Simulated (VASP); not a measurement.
# TePb (Fm-3m) in VASP: notebook, part 2 of 2

VASP 6.6.1.

## Step 5: Single point, PBE (volume scaled by 1.02)

INCAR

```
SYSTEM = TePb
PREC = Accurate
ENCUT = 520
EDIFF = 1E-6
ISMEAR = -1
SIGMA = 0.05
LREAL = .False.
LASPH = .True.
NELM = 80
ALGO = Fast
ISIF = 2
LWAVE = .False.
LCHARG = .False.
GGA = PE
NBANDS = 17
```

KPOINTS

```
Automatic mesh
0
Gamma
  7 7 7
  0 0 0
```

POSCAR

```
TePb
1.0
    0.0000000000      3.2523979746      3.2523979746
    3.2523979746      0.0000000000      3.2523979746
    3.2523979746      3.2523979746      0.0000000000
Pb Te
1 1
Direct
    0.0000000000      0.0000000000      0.0000000000
    0.5000000000      0.5000000000      0.5000000000
```

Potentials or basis: VASP PAW PBE potentials, release 64 (Pb_d, Te).

Command:

```bash
$ cat potpaw_PBE.64/Pb_d/POTCAR potpaw_PBE.64/Te/POTCAR > POTCAR
$ mpirun -np 1 vasp_std > vasp.out
```

OUTCAR:

```text
SYSTEM = TePb
   PREC = Accurate
   ENCUT = 520
   EDIFF = 1E-6
   ISMEAR = -1
   LREAL = .False.
   LASPH = .True.
   NELM = 80
   ISIF = 2
   GGA = PE

 ion  position               nearest neighbor table
   1  0.000  0.000  0.000-   2 3.25   2 3.25   2 3.25   2 3.25   2 3.25   2 3.25
   2  0.500  0.500  0.500-   1 3.25   1 3.25   1 3.25   1 3.25   1 3.25   1 3.25

  LATTYP: Found a face centered cubic cell.
 ALAT       =     6.5047959492

  Lattice vectors:

 A1 = (   0.0000000000,   3.2523979746,   3.2523979746)
 A2 = (   3.2523979746,   0.0000000000,   3.2523979746)
 A3 = (   3.2523979746,   3.2523979746,   0.0000000000)

Analysis of symmetry for initial positions (statically):
=====================================================================
 Subroutine PRICEL returns:
 Original cell was already a primitive cell.

 Routine SETGRP: Setting up the symmetry group for a
 face centered cubic supercell.

 Subroutine GETGRP returns: Found 48 space group operations
 (whereof 48 operations were pure point group operations)
 out of a pool of 48 trial point group operations.

The static configuration has the point symmetry O_h .

Analysis of symmetry for dynamics (positions and initial velocities):
=====================================================================
 Subroutine PRICEL returns:
 Original cell was already a primitive cell.

 Routine SETGRP: Setting up the symmetry group for a
 face centered cubic supercell.

 Subroutine GETGRP returns: Found 48 space group operations
 (whereof 48 operations were pure point group operations)
 out of a pool of 48 trial point group operations.

The dynamic configuration has the point symmetry O_h .

 Subroutine INISYM returns: Found 48 space group operations
 (whereof 48 operations are pure point group operations),
 and found     1 'primitive' translations

[... 104 lines left out ...]
   ISMEAR =    -1;   SIGMA  =   0.05  broadening in eV -4-tet -1-fermi 0-gaus
   EFERMI_NEDOS =   21; number of points for ismear=-14 and -15
   IALGO  =     68    algorithm
   IMIX   =      4    mixing-type and parameters
     AMIX     =   0.40;   BMIX     =  1.00
     AMIX_MAG =   1.60;   BMIX_MAG =  1.00
  volume/ion in A,a.u.               =      34.40       232.17
  Fermi-wavevector in a.u.,A,eV,Ry     =   1.084437  2.049290 16.000512  1.176004
  Thomas-Fermi vector in A             =   2.220527
   LORBIT       =      0    0 simple, 1 ext, 2 COOP (PROOUT), +10 PAW based schemes
   GGA     = PE    functional components
   LHFCALC =     F    Hartree Fock is set to
   AEXX    =    0.0000 exact exchange contribution
   IVDW    =     0    specifies the selected vdW correction
   LEPSILON=     F    determine dielectric tensor
   LRPA    =     F    only Hartree local field effects (RPA)
 non-spin polarized calculation
 RMM-DIIS sequential band-by-band and
  energy-cutoff  :      520.00
  volume of cell :       68.81
 maximum number of plane-waves:      1868
 NGX is ok and might be reduce to    36
   NGX = 17   NGY = 17   NGZ = 17

 number of electron      20.0000003 magnetization

 Free energy of the ion-electron system (eV)
  ---------------------------------------------------
  ext. energy  EPLUGINS =         0.00000000
  ---------------------------------------------------
  free energy    TOTEN  =        -7.51649608 eV

  energy without entropy =       -7.51649409  energy(sigma->0) =       -7.51649508

 E-fermi :   5.7968     XC(G=0):  -9.2117

 val. band max:        5.2687733539   @ k =   0.4286   0.0000   0.0000
 cond. band min:       6.3082157995   @ k =   0.4286   0.0000   0.0000
 fundamental gap:      1.0394424457
 Fermi energy:         5.7968372954

 k-point     1 :       0.0000    0.0000    0.0000
  band No.  band energies     occupation
      1     -11.3184      2.00000
      2     -11.3184      2.00000
      3     -11.3107      2.00000
      4     -11.3107      2.00000
      5     -11.3107      2.00000
      6      -6.4859      2.00000
[... 377 lines left out ...]
      4     -11.3000      2.00000
      5     -11.2881      2.00000
      6      -4.7571      2.00000
[... 9 lines left out ...]
     16      15.6723      0.00000
     17      16.1036      0.00000

------------------------ aborting loop because EDIFF is reached ----------------------------------------

  FORCE on cell =-STRESS in cart. coord.  units (eV):
  Direction    XX          YY          ZZ          XY          YZ          ZX
  --------------------------------------------------------------------------------------
  -------------------------------------------------------------------------------------
  Total        0.5007524      0.5007524      0.5007524      0.0000000      0.0000000     -0.0000000
  in kB       11.6598405     11.6598405     11.6598405      0.0000000      0.0000000     -0.0000000
  external PRESSURE =      11.6598405 kB  Pullay stress =       0.0000000 kB

 VOLUME and BASIS-vectors are now :
 -----------------------------------------------------------------------------
  energy-cutoff  :      520.00
  volume of cell :       68.81
      direct lattice vectors                 reciprocal lattice vectors
     0.000000000  3.252397975  3.252397975    -0.153732724  0.153732724  0.153732724
     3.252397975  0.000000000  3.252397975     0.153732724 -0.153732724  0.153732724
     3.252397975  3.252397975  0.000000000     0.153732724  0.153732724 -0.153732724

 POSITION                                       TOTAL-FORCE (eV/Angst)
 -----------------------------------------------------------------------------------
      0.00000      0.00000      0.00000        -0.000000     -0.000000      0.000000
      3.25240      3.25240      3.25240         0.000000      0.000000     -0.000000
 -----------------------------------------------------------------------------------
    total drift:                               -0.000000      0.000000      0.000000

  FREE ENERGIE OF THE ION-ELECTRON SYSTEM (eV)
  ---------------------------------------------------
  free  energy   TOTEN  =        -7.5164960793 eV

  energy  without entropy=       -7.5164940907  energy(sigma->0) =       -7.51649508
```

OSZICAR:

```text
N       E                     dE             d eps       ncg     rms          rms(c)
DAV:   1     0.153639090252E+03    0.15364E+03   -0.91384E+03   680   0.112E+03
DAV:   2     0.310040841409E+01   -0.15054E+03   -0.14620E+03   699   0.297E+02
DAV:   3    -0.734637898948E+01   -0.10447E+02   -0.10384E+02   897   0.849E+01
DAV:   4    -0.763390425788E+01   -0.28753E+00   -0.28736E+00   854   0.159E+01
DAV:   5    -0.764582841678E+01   -0.11924E-01   -0.11924E-01   994   0.299E+00    0.318E+00
RMM:   6    -0.751818485710E+01    0.12764E+00   -0.13279E-01   772   0.237E+00    0.197E+00
RMM:   7    -0.751539414235E+01    0.27907E-02   -0.74252E-02   829   0.142E+00    0.841E-01
RMM:   8    -0.751642267677E+01   -0.10285E-02   -0.80597E-03   866   0.132E+00    0.938E-02
RMM:   9    -0.751644804378E+01   -0.25367E-04   -0.29443E-03   921   0.461E-01    0.765E-02
RMM:  10    -0.751648388297E+01   -0.35839E-04   -0.69557E-04   986   0.255E-01    0.343E-02
RMM:  11    -0.751649459318E+01   -0.10710E-04   -0.10849E-04  1078   0.895E-02    0.142E-02
RMM:  12    -0.751649611454E+01   -0.15214E-05   -0.15356E-05   943   0.381E-02    0.484E-03
RMM:  13    -0.751649607927E+01    0.35267E-07   -0.40978E-06   735   0.186E-02
   1 F= -.75164961E+01 E0= -.75164951E+01  d E =-.198862E-05
```

stdout:

```text
POSCAR found type information on POSCAR PbTe
 POSCAR found :  2 types and       2 ions
 scaLAPACK will be used
 LDA part: xc-table for (Slater+PW92), standard interpolation
 POSCAR, INCAR and KPOINTS ok, starting setup
 FFT: planning ... GRIDC
 FFT: planning ... GRID_SOFT
 FFT: planning ... GRID
 WAVECAR not read
 entering main loop
```

It took 12 s on 1 thread of Intel Xeon 6975P-C (Granite Rapids), shared host; peak memory 0.2 GiB.

What came out:

```
Free energy : -7.5165 eV
Pressure    : 1.2 GPa
```

Caveat: this odd mesh misses L, where the gap lies, so gap, dielectric constants and Born charges aren't listed. Spin-orbit coupling is left out, which matters for the levels of Pb, Te.

## Step 6: Single point, PBE (volume scaled by 0.96)

INCAR

```
PREC = Accurate
ENCUT = 520
EDIFF = 1E-7
ISMEAR = -1
SIGMA = 0.05
LREAL = F
LASPH = T
NELM = 80
ALGO = Fast
ISIF = 2
LWAVE = F
LCHARG = F
GGA = PE
NBANDS = 17
```

KPOINTS

```
regular mesh
0
Gamma
  7 7 7
```

POSCAR

```
TePb
1.0
    0.0000000000      3.1873324849      3.1873324849
    3.1873324849      0.0000000000      3.1873324849
    3.1873324849      3.1873324849      0.0000000000
Pb Te
1 1
Direct
    0.0000000000      0.0000000000      0.0000000000
    0.5000000000      0.5000000000      0.5000000000
```

Potentials or basis: VASP PAW PBE potentials, release 64 (Pb_d, Te).

Command:

```bash
$ cat potpaw_PBE.64/Pb_d/POTCAR potpaw_PBE.64/Te/POTCAR > POTCAR
$ mpirun -np 1 vasp_std > vasp.out
```

Run time: 14 s. Hardware: 1 thread of Intel Xeon 6975P-C (Granite Rapids), shared host; peak memory 0.21 GiB.

Results (log left out):

```yaml
Free_energy: -7.4497 eV
Pressure: 4.2 GPa
```

Levels at points of the mesh, in eV from the Fermi level:
| k point | band 6 | band 7 | band 8 | band 9 | band 10 | band 11 | band 12 | band 13 | band 14 | band 15 |
| --- | --- | --- | --- | --- | --- | --- | --- | --- | --- | --- |
| (0.00, 0.00, 0.00) | -12.74 | -5.86 | -1.88 | -1.88 | -1.88 | 3.75 | 3.75 | 3.75 | 5.33 | 5.33 |

Caveat: this odd mesh misses L, where the gap lies, so gap, dielectric constants and Born charges aren't listed. The run has no spin-orbit coupling, so splittings on Pb, Te are missing.

## Step 7: The runs side by side

| cell | k mesh | smearing | mesh quality | pressure (GPa) |
| --- | --- | --- | --- | --- |
| as given | 3 × 3 × 3 | fermi-dirac 0.04 eV | coarse | 2.1 |
| volume scaled by 1.06 | 7 × 7 × 7 | fermi-dirac 0.05 eV | not flagged | -0.4 |
| volume scaled by 0.98 | 7 × 7 × 7 | fermi-dirac 0.05 eV | not flagged | 3.1 |
| volume scaled by 1.02 | 7 × 7 × 7 | fermi-dirac 0.05 eV | not flagged | 1.2 |
| volume scaled by 0.96 | 7 × 7 × 7 | fermi-dirac 0.05 eV | not flagged | 4.2 |

Alike in all rows: task single point; level PBE; potentials or basis VASP PAW PBE potentials, release 64 (Pb_d, Te); no spin polarisation; cutoff (eV) 520.

Caveats: some runs use coarse meshes.

Absolute energies hang on the potentials; compare differences alone.
